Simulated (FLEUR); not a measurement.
Crystal: CaSe.

```xyz
2
Lattice="0.0000 2.9560 2.9560 2.9560 0.0000 2.9560 2.9560 2.9560 0.0000" Properties=species:S:1:pos:R:3 pbc="T T T"
Se    2.9560    2.9560    2.9560
Ca    0.0000    0.0000    0.0000
```

Base run:

- Program: FLEUR MaX-R8.1 (later development tree)
- Functional: LDA
- Potentials or basis: all-electron
- Basis: FLAPW
- Kmax: 4.1 1/bohr
- k mesh: 8 × 8 × 8
- Occupations: fermi-dirac, width 0.05 eV
- Spin: no spin polarisation

Its results: band gap on the k mesh 1.88 eV, indirect (least direct gap 2.82 eV).

**Question.** The run is repeated on the same cell with these changes: functional from LDA to PBEsol; muffin-tin radii from Se 2.59, Ca 2.59 bohr to Se 2.51, Ca 2.51 bohr. What comes out?

**Answer.** Band gap on the k mesh 1.93 eV, indirect (least direct gap 2.88 eV).
